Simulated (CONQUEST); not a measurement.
# Si2Mo (P1) in CONQUEST: convergence with smearing width

Aim: find how far smearing width must go before the results for Si2Mo settle, at PBE. This setting moves, with any that are tied to it; all else stays.

All numbers are computed with CONQUEST 1.3; they aren't measurements. Logs are shortened: lines on timing, memory, paths and dates and some standing lists are left out, and cuts for length are marked.

## (1) The cell of the first run

The typed cell holds 6 atoms: a = 3.200 Å, b = 3.200 Å, c = 7.861 Å, α = 90.00°, β = 90.00°, γ = 90.00°.

The cell isn't the ideal one: atoms moved at random.

## (2) With smearing width 0.4 eV

File Conquest_input:

```
IO.Title Si2Mo
IO.Coordinates coords.dat
IO.FractionalAtomicCoords T
IO.Iprint 2
IO.Iprint_init 1
General.NumberOfSpecies 2
General.PseudopotentialType hamann
AtomMove.TypeOfRun static
AtomMove.FullStress T
Grid.GridCutoff 120
DM.SolutionMethod diagon
Diag.MPMesh T
Diag.GammaCentred T
Diag.MPMeshX 7
Diag.MPMeshY 7
Diag.MPMeshZ 3
Diag.kT 0.01469973
minE.SCTolerance 1e-6
Diag.SmearingType 1
Diag.MPOrder 1
SC.MaxIters 100
IO.AtomChargeOutput T
%block ChemicalSpeciesLabel
1 95.940 Mo
2 28.090 Si
%endblock
```

File coords.dat:

```
    6.0471235988     0.0000000000     0.0000000000
    0.0000000000     6.0471235988     0.0000000000
    0.0000000000     0.0000000000    14.8551370657
6
  0.0038425000   0.0031695000   0.0004405000 1 T T T
  0.5038425000   0.5031695000   0.5004405000 1 T T T
  0.4955100000   0.5089070000   0.1659290000 2 T T T
  0.9955100000   0.0089070000   0.6659290000 2 T T T
  0.4980135000   0.4972005000   0.8324345000 2 T T T
  0.9980135000   0.9972005000   0.3324345000 2 T T T
```

Potentials or basis: PseudoDojo NC PBE, SZP, grid cutoff 120 Ha.

On the command line:

```
OMP_NUM_THREADS=1 Conquest
```

Log:

```text
Simulation cell dimensions:     6.0471 a0 x     6.0471 a0 x    14.8551 a0

      Atomic coordinates (a0)
         Atom         X         Y         Z  Species
            1    0.0232    0.0192    0.0065        1
            2    3.0468    3.0427    7.4341        1
            3    2.9964    3.0774    2.4649        2
            4    6.0200    0.0539    9.8925        2
            5    3.0115    3.0066   12.3659        2
            6    6.0351    6.0302    4.9384        2

         Monkhorst-Pack mesh:   7 x   7 x   3 gamma-centred
        This calculation includes non-local pseudopotentials,
         with a maximum core radius of      7.91802317

    Job title: Si2Mo
    Job to be run: static calculation

    Ground state search:
      Support functions represented with PAO basis
      1:1 PAO to SF mapping
      Non-spin-polarised electrons
      Solving for the K matrix using diagonalisation
      Using order  1 Methfessel-Paxton smearing

    Integration grid size:     32 x   32 x   80

    Integration grid spacing:  0.189 a0 x 0.189 a0 x 0.186 a0

    Number of species:  2
    --------------------------------------------------------
    |   #  mass (au)  Charge (e)  SF Rad (a0)  NSF  Label  |
    --------------------------------------------------------
    |   1     95.940      14.000        8.126   13  Mo     |
    |   2     28.090       4.000        7.370    9  Si     |
    --------------------------------------------------------
          SCF tolerance:                 0.00000100
          SCF iterations:               100

    The functional used will be GGA PBE96

           radial cut-off to be used is taken to be max PAO cut-off radius for this species:    7.918023

[... 22 lines left out ...]
          GroundState Energy (kT --> 0)    :      -157.558286750022546 Ha
          Free Energy (E-TS)               :      -157.558227068569977 Ha
          DFT Total Energy                 :      -157.290954169317303 Ha
          Total number of electrons        :        44.000023972537377
    PulayMixSC: Pulay iteration     2 residual:              0.38112E-02
          Harris-Foulkes Energy            :      -157.500709381627246 Ha
          GroundState Energy (kT --> 0)    :      -157.500390146033993 Ha
          Free Energy (E-TS)               :      -157.500230528237381 Ha
          DFT Total Energy                 :      -157.488028172148404 Ha
          Total number of electrons        :        44.000030260739550
[... 10 lines left out ...]
          DFT Total Energy                 :      -157.496819116542952 Ha
          Total number of electrons        :        44.000045927067227
    PulayMixSC: Pulay iteration     5 residual:              0.28305E-04
          Harris-Foulkes Energy            :      -157.496819037488933 Ha
          GroundState Energy (kT --> 0)    :      -157.496443375365715 Ha
          Free Energy (E-TS)               :      -157.496255544304120 Ha
          DFT Total Energy                 :      -157.496818950670075 Ha
          Total number of electrons        :        44.000047297278961
    PulayMixSC: Pulay iteration     6 residual:              0.28789E-05
          Harris-Foulkes Energy            :      -157.496818705358805 Ha
          GroundState Energy (kT --> 0)    :      -157.496443223647958 Ha
          Free Energy (E-TS)               :      -157.496255482792520 Ha
          DFT Total Energy                 :      -157.496818702185152 Ha
          Total number of electrons        :        44.000047900633895
    PulayMixSC: Pulay iteration     7 residual:              0.66950E-06
    PulayMixSC: Reached SCF tolerance of  0.66950E-06 after      7 iterations
      | Number of electrons      =        44.000048
      |* band energy as 2Tr[K.H] =       -38.774472434481027 Ha
      |  screened ion-ion energy =      -121.582825368684766 Ha
      |  Ha correction           =         1.671109614650710 Ha
      |  XC correction           =         1.189368139952304 Ha
      | GS Energy with kT -> 0   =      -157.496443223647958 Ha
      | Free Energy as E-TS      =      -157.496255482792520 Ha
      |* Harris-Foulkes energy   =      -157.496818705358805 Ha
      |* DFT total energy        =      -157.496818702185152 Ha
      |  estimated accuracy      =        -0.000000003173653 Ha

    force: Forces on atoms (Ha/a0)
    force:  Atom   X              Y              Z
    force:     1  -0.0045311975   0.0002522613  -0.0029995014
    force:     2  -0.0045311975   0.0002522613  -0.0029995014
    force:     3   0.0034797921  -0.0049457414  -0.0037283409
    force:     4   0.0034797921  -0.0049457414  -0.0037283409
    force:     5   0.0011959866   0.0049162224   0.0065644395
    force:     6   0.0011959866   0.0049162224   0.0065644394

    force: Maximum force :        0.00656444(Ha/a0) on atom         5 in z direction
    force: Force Residual:        0.00704163 Ha/a0
    force: Total stress:         -9.51878245     0.03618268    -0.07319029 GPa
                             0.03618263    -9.51239164     0.21114351
                            -0.07319042     0.21114352   -10.47551405
    force: Average pressure:      9.83556271 GPa

    force: Finished force
    get_E_and_F: Change in energy during last step of electronic optimisation:  0.33213E-06

    BIBLIOGRAPHY: Please consider citing the following references in the conquest.bib file

    CONQUEST:         Bowler2002pt, Miyazaki2004, Nakata2020
    Basis:            Bowler2019
    DM:               Bowler:2006xr
    Pseudopotentials: Hamann2013, Bowler2019
    XC functional:    Perdew1996
```

Run time: 54 s. Hardware: 1 thread of AMD EPYC 7B13 (Zen 3), shared host; peak memory 0.72 GiB.

What came out:

- Free energy: -4285.6914 eV
- Pressure: 9.8 GPa
- Largest force: 0.426 eV/Å
- Band gap on the k mesh: none (metal or under the smearing width)
- Mulliken charges: Mo +0.56; Si -0.28 e

## (3) With smearing width 0.3 eV

Conquest_input, as its differences from that of step 2:

```diff
@@ -16,3 +16,3 @@
 Diag.MPMeshZ 3
-Diag.kT 0.01469973
+Diag.kT 0.01102480
 minE.SCTolerance 1e-6
```

coords.dat is that of step 2.

Potentials or basis: PseudoDojo NC PBE, SZP, grid cutoff 120 Ha.

On the command line:

```
OMP_NUM_THREADS=1 Conquest
```

It took 54 s on 1 thread of AMD EPYC 7B13 (Zen 3), shared host; peak memory 0.72 GiB.

Results (log left out):

| Quantity | Value |
| --- | --- |
| Free energy | -4285.6941 eV |
| Pressure | 9.9 GPa |
| Largest force | 0.434 eV/Å |
| Band gap on the k mesh | none (metal or under the smearing width) |
| Mulliken charges | Mo +0.56; Si -0.28 e |

## (4) With smearing width 0.2 eV

Conquest_input, as its differences from that of step 3:

```diff
@@ -16,3 +16,3 @@
 Diag.MPMeshZ 3
-Diag.kT 0.01102480
+Diag.kT 0.00734986
 minE.SCTolerance 1e-6
```

coords.dat is that of step 3.

On the command line:

```
OMP_NUM_THREADS=1 Conquest
```

Run time: 54 s. Hardware: 1 thread of AMD EPYC 7B13 (Zen 3), shared host; peak memory 0.72 GiB.

It converged, with:

| Item | Value |
| --- | --- |
| Free energy | -4285.6958 eV |
| Pressure | 9.9 GPa |
| Largest force | 0.448 eV/Å |
| Band gap on the k mesh | none (metal or under the smearing width) |
| Mulliken charges | Mo +0.56; Si -0.28 e |

## (5) With smearing width 0.1 eV

Conquest_input, as its differences from that of step 4:

```diff
@@ -16,3 +16,3 @@
 Diag.MPMeshZ 3
-Diag.kT 0.00734986
+Diag.kT 0.00367493
 minE.SCTolerance 1e-6
```

coords.dat is that of step 4.

On the command line:

```
OMP_NUM_THREADS=1 Conquest
```

Wall time 52 s (1 thread of AMD EPYC 7B13 (Zen 3), shared host); peak memory 0.72 GiB.

It converged, with:

| Property | Result |
| --- | --- |
| Free energy | -4285.6962 eV |
| Pressure | 9.9 GPa |
| Largest force | 0.441 eV/Å |
| Band gap on the k mesh | none (metal or under the smearing width) |
| Mulliken charges | Mo +0.56; Si -0.28 e |

## (6) With smearing width 0.05 eV

Conquest_input, as its differences from that of step 5:

```diff
@@ -16,3 +16,3 @@
 Diag.MPMeshZ 3
-Diag.kT 0.00367493
+Diag.kT 0.00183747
 minE.SCTolerance 1e-6
```

coords.dat is that of step 5.

Potentials or basis: PseudoDojo NC PBE, SZP, grid cutoff 120 Ha.

On the command line:

```
OMP_NUM_THREADS=1 Conquest
```

Run time: 54 s. Hardware: 1 thread of AMD EPYC 7B13 (Zen 3), shared host; peak memory 0.72 GiB.

Results (log left out):

```yaml
Free_energy: -4285.6956 eV
Pressure: 9.9 GPa
Largest_force: 0.440 eV/Å
Band_gap_on_the_k_mesh: none (metal or under the smearing width)
Mulliken_charges: Mo +0.56; Si -0.28 e
```

## (7) With smearing width 0.025 eV

Conquest_input, as its differences from that of step 6:

```diff
@@ -16,3 +16,3 @@
 Diag.MPMeshZ 3
-Diag.kT 0.00183747
+Diag.kT 0.00091873
 minE.SCTolerance 1e-6
```

coords.dat is that of step 6.

On the command line:

```
OMP_NUM_THREADS=1 Conquest
```

Run time: 54 s. Hardware: 1 thread of AMD EPYC 7B13 (Zen 3), shared host; peak memory 0.72 GiB.

Results (log left out):

```
Free energy            : -4285.6953 eV
Pressure               : 9.9 GPa
Largest force          : 0.441 eV/Å
Band gap on the k mesh : none (metal or under the smearing width)
Mulliken charges       : Mo +0.56; Si -0.28 e
```

## (8) With smearing width 0.01 eV

Conquest_input, as its differences from that of step 7:

```diff
@@ -16,3 +16,3 @@
 Diag.MPMeshZ 3
-Diag.kT 0.00091873
+Diag.kT 0.00036749
 minE.SCTolerance 1e-6
```

coords.dat is that of step 7.

On the command line:

```
OMP_NUM_THREADS=1 Conquest
```

It took 56 s on 1 thread of AMD EPYC 7B13 (Zen 3), shared host; peak memory 0.72 GiB.

The run converged. Its results:

```yaml
Free_energy: -4285.6954 eV
Pressure: 9.9 GPa
Largest_force: 0.441 eV/Å
Band_gap_on_the_k_mesh: none (metal or under the smearing width)
Mulliken_charges: Mo +0.56; Si -0.28 e
```

## (9) With smearing width 0.005 eV

Conquest_input, as its differences from that of step 8:

```diff
@@ -16,3 +16,3 @@
 Diag.MPMeshZ 3
-Diag.kT 0.00036749
+Diag.kT 0.00018375
 minE.SCTolerance 1e-6
```

coords.dat is that of step 8.

Potentials or basis: PseudoDojo NC PBE, SZP, grid cutoff 120 Ha.

On the command line:

```
OMP_NUM_THREADS=1 Conquest
```

It took 55 s on 1 thread of AMD EPYC 7B13 (Zen 3), shared host; peak memory 0.72 GiB.

It converged, with:

```
Free energy            : -4285.6954 eV
Pressure               : 9.9 GPa
Largest force          : 0.441 eV/Å
Band gap on the k mesh : none (metal or under the smearing width)
Mulliken charges       : Mo +0.56; Si -0.28 e
```

## (10) The series at a glance

```
smearing width  energy less the tightest run (meV/atom)  pressure (GPa)  largest force (eV/Å)  SCF cycles  CPU time (s)  peak memory (GiB)
        0.4 eV                                     0.66            9.84                 0.426           7            54               0.72
        0.3 eV                                     0.22            9.86                 0.434           7            54               0.72
        0.2 eV                                    -0.07            9.87                 0.448           7            54               0.72
        0.1 eV                                    -0.13            9.88                 0.441           7            52               0.72
       0.05 eV                                    -0.03            9.88                 0.440           7            54               0.72
      0.025 eV                                     0.01            9.89                 0.441           7            54               0.72
       0.01 eV                                     0.00            9.89                 0.441           7            56               0.72
      0.005 eV                                     0.00            9.89                 0.441           7            55               0.72
```

Against the tightest run, the energy stays within 1 meV/atom from 0.4 eV on; the pressure stays within 0.1 GPa from 0.4 eV on; the largest force stays within 0.005 eV/Å from 0.1 eV on. Narrower smearing needs a denser k mesh, so at a fixed mesh the narrowest width isn't the most accurate. The tightest run that finished is the yardstick and may itself not be fully converged.

Caveats: the atomic basis is small; the basis of atomic orbitals isn't converged, which shifts pressures, moduli and gaps.
